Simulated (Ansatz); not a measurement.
## What electrons 7.0×10^20 cm⁻³ does to AlSb

Consider AlSb in the zinc blende structure (space group F-43m, No. 216; a = 6.177 Å).

One thing is altered: 0.0413 electrons added to each cell, a density of 7.0×10^20 cm⁻³, with a uniform compensating background at fixed cell and a 300 K Fermi–Dirac width.

All numbers come from r2SCAN (Ansatz, a quantum-chemistry and plane-wave program, PAW, without spin-orbit coupling), earlier PAW set. Γ-centred 21×21×21 mesh, Fermi–Dirac width 0.0259 eV.

```csv
quantity,base,changed,shift
gap between the host's bands,1.50 eV,1.49 eV,-0.01 eV
gap character,"indirect, Γ → a point along ⟨100⟩, about 0.9 Å⁻¹ from Γ","indirect, Γ → a point along ⟨100⟩, about 0.9 Å⁻¹ from Γ",–
"valley order (the lowest conduction-band minima on the path, energy above the VBM, named in the base's zone)","a point along ⟨100⟩, about 0.9 Å⁻¹ from Γ 1.51 eV; L along ⟨111⟩ 1.69 eV; Γ 2.03 eV","a point along ⟨100⟩, about 0.9 Å⁻¹ from Γ 1.50 eV; L along ⟨111⟩ 1.69 eV; Γ 2.03 eV",–
Fermi level relative to the doped band's edge (positive inside the band; to 0.05 eV),–,+0.20 eV,–
```

Final structure:

```xyz
2
Lattice="0.0000 3.0887 3.0887 3.0887 0.0000 3.0887 3.0887 3.0887 0.0000" Properties=species:S:1:pos:R:3 pbc="T T T"
Sb     4.6331     4.6331     4.6331
Al     0.0000     0.0000     0.0000
```
Cell charge -0.041254.

Charged cell with a jellium background: band edges are those of the host's band count, energies are not comparable with the neutral cell, and many-body gap narrowing is missing. Spin-orbit coupling, missing from the scalar runs, can matter with Sb. No phonon test of stability was made.
